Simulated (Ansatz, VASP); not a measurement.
## Hg in VASP and in Ansatz

Contents of INCAR:

```
  ALGO = Normal
  EDIFF = 1E-6
  EDIFFG = -0.01
  ENCUT = 600
  GGA = PE
  IBRION = 2
  ISIF = 3
  ISMEAR = 0
  LASPH = True
  LCHARG = False
  LREAL = False
  LWAVE = False
  NELM = 100
  NSW = 50
  PREC = Accurate
  SIGMA = 0.05
```

File KPOINTS:

```
k-points
0
Gamma
  14 14 8
```

The input POSCAR:

```
Hg
1.0
    3.5965118967      0.0000000000      0.0000000000
   -1.7982559484      3.1146706676      0.0000000000
    0.0000000000      0.0000000000      5.5880038684
Hg
2
Direct
    0.3333333333      0.6666666667      0.7500000000
    0.6666666667      0.3333333333      0.2500000000
```

Input for Ansatz:

```yaml
crystal:
  lattice:
    - [3.5965118967, 0.0, 0.0]
    - [-1.7982559484, 3.1146706676, 0.0]
    - [0.0, 0.0, 5.5880038684]
  atoms:
    - { symbol: Hg, position: [0.3333333333, 0.6666666667, 0.75] }
    - { symbol: Hg, position: [0.6666666667, 0.3333333333, 0.25] }
basis:
  ecutwfc: 420
  ecutrho_ratio: 4
kpoints:
  mp_grid: { grid: [14, 14, 8] }
hamiltonian:
  xc: pbe
scf:
  occupations: { method: gaussian, width: 0.05 }
output:
  forces: true
  stress: true
  eigenvalues: true
relax:
  f_tol: 0.01
  max_steps: 30
  cell: { stress_tol: 0.04 }
```

The cell was built by a generator and needn't be a form met in nature.

Alike in both runs: task relaxation of cell and atoms; functional PBE; k mesh 14 × 14 × 8; occupations gaussian, width 0.05 eV; no spin polarisation.

|  | VASP | Ansatz |
| --- | --- | --- |
| version | VASP 6.6.1 | Ansatz 0.2.0 |
| potentials or method | VASP PAW PBE potentials, release 64 (Hg) | scalar-relativistic, plane waves, PAW |
| plane-wave cutoff (eV) | 600 | 420 |
| valence electrons in the cell | 24 | 40 |

|  | VASP | Ansatz | Ansatz less VASP |
| --- | --- | --- | --- |
| gap on the k mesh at the Fermi level, each at its own relaxed structure (eV) | 0.36 | 0.30 | -0.064 |
| relaxed volume (Å³/atom) | 31.61 | 31.30 | -0.314 |
| relaxed cell length with the largest relative difference (Å) | 5.609 | 5.588 | -0.0209 |

The two sets of potentials don't hold the same shells in valence.

Caveats: spin-orbit coupling is left out, which moves the levels of the heavy elements.
